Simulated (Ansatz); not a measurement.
The crystal is In3GaP4 (ordered model alloy, started on the GaP lattice) (Amm2).

```xyz
16
Lattice="0.0000 5.7213 -5.7213 5.7284 5.7171 -0.0043 5.7284 0.0043 -5.7171" Properties=species:S:1:pos:R:3 pbc="T T T"
In    0.0009    0.0052   -0.0052
In    2.8533    2.8585   -0.0021
Ga    2.8638    5.7192   -2.8628
In    0.0009    2.8554   -2.8554
In    5.7293    2.8659   -2.8659
In    2.8533    0.0021   -2.8585
Ga    2.8638    2.8628   -5.7192
In    5.7293    5.7161   -5.7161
P     7.2231    7.0909   -9.9473
P    10.0237   10.0123  -10.0123
P     9.9097    7.1517   -7.1517
P     7.2231    4.3561   -7.2125
P     7.2231    9.9473   -7.0909
P     4.2954    7.1517   -7.1517
P     4.1813    4.2910   -4.2910
P     7.2231    7.2125   -4.3561
```

The structure was relaxed with LDA. The runs that relaxed it are not among those shown.

Gaps computed with Ansatz 0.2.0 without a self-energy: LDA 0.55 eV, LDA+SOC 0.53 eV, r2SCAN 1.15 eV and HSE06 1.59 eV.

Estimate the G0W0@LDA gap with 2×2×2 mesh, 1048 empty bands, screening to 115 eV, PAW set soft_1 files.

About 1.22 eV: on its mesh the run moves the gap from 0.53 eV by +0.69 eV. Among the scalar-relativistic levels given, r2SCAN is nearest (−0.07 eV). Bands and cutoff are finite, so the gap is not at the basis limit. The miss can reach some tenths of an eV and take either sign; the mesh is an error of its own. The 2×2×2 mesh is coarse for this cell (its supercell is 16 Å along the shortest edge). The RPA ε∞ on it, from the LDA start, is 49.53, 54.90 and 65.74; such meshes misread the long-range screening, most where the gap is narrow. The RPA ε∞ on this mesh reaches over 25; with a narrow direct gap a coarse mesh can overstate it, and the correction is then too small. The many-body steps are scalar-relativistic: spin-orbit coupling is not in them.

[Paths, hosts, dates, memory and timing lines, banners, echoed tables and standing remarks are left out of the program output.]

[Logs are printed without paths, hosts, clocks, repeated set-up lines and the standing remarks that a program may print on its own settings, such as how far it seeks lower states.]

[Runs of the session that timed out or met a known fault of the program may be left out.]

[Cells called generated may have been cut or substituted from an entry of the Crystallography Open Database or the Materials Project.]

[Hosts, paths, dates, database ids (printed as entryN), source tags and the programs' standing remarks are cut or masked in the printed files.]
